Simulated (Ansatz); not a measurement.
# SiC: the cost of one run

Program: Ansatz 0.2.0. Level of theory: DFT PBE, scalar-relativistic, plane waves, PAW. These are calculated values, not measurements.

### 1 Starting point

It takes space group P6_3mc (No. 186, hexagonal). Conventional cell: a = 3.076 Å, b = 3.076 Å, c = 5.048 Å, α = 90.00°, β = 90.00°, γ = 120.00°. Si (site symmetry 3m) is surrounded by 4 C at 1.87 to 1.94 Å. C (site symmetry 3m) is surrounded by 4 Si at 1.87 to 1.94 Å.

Coordinates:

```cif
data_structure
_symmetry_space_group_name_H-M 'P6_3mc'
_symmetry_Int_Tables_number 186
_cell_length_a 3.0760
_cell_length_b 3.0760
_cell_length_c 5.0480
_cell_angle_alpha 90.000
_cell_angle_beta 90.000
_cell_angle_gamma 120.000
_cell_volume 41.36
loop_
_atom_site_label
_atom_site_type_symbol
_atom_site_symmetry_multiplicity
_atom_site_Wyckoff_symbol
_atom_site_fract_x
_atom_site_fract_y
_atom_site_fract_z
_atom_site_occupancy
Si1 Si 2 b 0.33333 0.66667 0.00000 1
C1 C 2 b 0.33333 0.66667 0.61500 1
```

The runs take a perfect supercell of 48 atoms; the defect goes to fractional position (0.833, 0.167, 0.000).

### 2 The perfect supercell

File input.yaml:

```yaml
crystal:
  lattice:
    - [-4.614, 2.663894, 5.048]
    - [4.614, -2.663894, 5.048]
    - [4.614, 7.991682, -5.048]
  atoms:
    - { symbol: Si, position: [0.833333, 0.166667, 0.0] }
    - { symbol: Si, position: [0.333333, 0.666667, 0.0] }
    - { symbol: Si, position: [0.166666, 0.0, 0.166667] }
    - { symbol: Si, position: [0.666666, 0.5, 0.166667] }
    - { symbol: Si, position: [0.5, 0.833334, 0.333333] }
    - { symbol: Si, position: [0.0, 0.333334, 0.333333] }
    - { symbol: Si, position: [0.833333, 0.666667, 0.5] }
    - { symbol: Si, position: [0.333333, 0.166667, 0.5] }
    - { symbol: Si, position: [0.166666, 0.5, 0.666667] }
    - { symbol: Si, position: [0.666666, 0.0, 0.666667] }
    - { symbol: Si, position: [0.5, 0.333334, 0.833333] }
    - { symbol: Si, position: [0.0, 0.833334, 0.833333] }
    - { symbol: Si, position: [0.416667, 0.083333, 0.0] }
    - { symbol: Si, position: [0.916667, 0.583333, 0.0] }
    - { symbol: Si, position: [0.75, 0.916666, 0.166667] }
    - { symbol: Si, position: [0.25, 0.416666, 0.166667] }
    - { symbol: Si, position: [0.083334, 0.75, 0.333333] }
    - { symbol: Si, position: [0.583334, 0.25, 0.333333] }
    - { symbol: Si, position: [0.416667, 0.583333, 0.5] }
    - { symbol: Si, position: [0.916667, 0.083333, 0.5] }
    - { symbol: Si, position: [0.75, 0.416666, 0.666667] }
    - { symbol: Si, position: [0.25, 0.916666, 0.666667] }
    - { symbol: Si, position: [0.083334, 0.25, 0.833333] }
    - { symbol: Si, position: [0.583334, 0.75, 0.833333] }
    - { symbol: C, position: [0.025833, 0.359167, 0.0] }
    - { symbol: C, position: [0.525833, 0.859167, 0.0] }
    - { symbol: C, position: [0.359166, 0.1925, 0.166667] }
    - { symbol: C, position: [0.859166, 0.6925, 0.166667] }
    - { symbol: C, position: [0.6925, 0.025834, 0.333333] }
    - { symbol: C, position: [0.1925, 0.525834, 0.333333] }
    - { symbol: C, position: [0.025833, 0.859167, 0.5] }
    - { symbol: C, position: [0.525833, 0.359167, 0.5] }
    - { symbol: C, position: [0.359166, 0.6925, 0.666667] }
    - { symbol: C, position: [0.859166, 0.1925, 0.666667] }
    - { symbol: C, position: [0.6925, 0.525834, 0.833333] }
    - { symbol: C, position: [0.1925, 0.025834, 0.833333] }
    - { symbol: C, position: [0.609167, 0.275833, 0.0] }
    - { symbol: C, position: [0.109167, 0.775833, 0.0] }
    - { symbol: C, position: [0.9425, 0.109166, 0.166667] }
    - { symbol: C, position: [0.4425, 0.609166, 0.166667] }
    - { symbol: C, position: [0.275834, 0.9425, 0.333333] }
    - { symbol: C, position: [0.775834, 0.4425, 0.333333] }
    - { symbol: C, position: [0.609167, 0.775833, 0.5] }
    - { symbol: C, position: [0.109167, 0.275833, 0.5] }
    - { symbol: C, position: [0.9425, 0.609166, 0.666667] }
    - { symbol: C, position: [0.4425, 0.109166, 0.666667] }
    - { symbol: C, position: [0.275834, 0.4425, 0.833333] }
    - { symbol: C, position: [0.775834, 0.9425, 0.833333] }
basis:
  ecutwfc: 420
  fft_grid_basis: typed
kpoints:
  mp_grid: { grid: [2, 2, 2] }
hamiltonian:
  xc: pbe
  pseudopotentials: { kind: paw }
scf:
  occupations: { method: gaussian, width: 0.05 }
output:
  forces: true
  stress: false
  eigenvalues: true
  bader: false
  write_density: true
  volumetric_format: npy
```

On the command line:

```
$ ansatz run input.yaml --threads 4 --pin off --max-ram 10240MiB --backend cpu --events-out ev --progress --plain --runs-dir out
```

**Question.** How long does this run take on 4 threads of Intel Xeon Platinum 8259CL at 2.50GHz (Skylake/Cascade Lake), shared host, and how much memory does it need?

About 11 s, with a peak of 1.9 GiB.
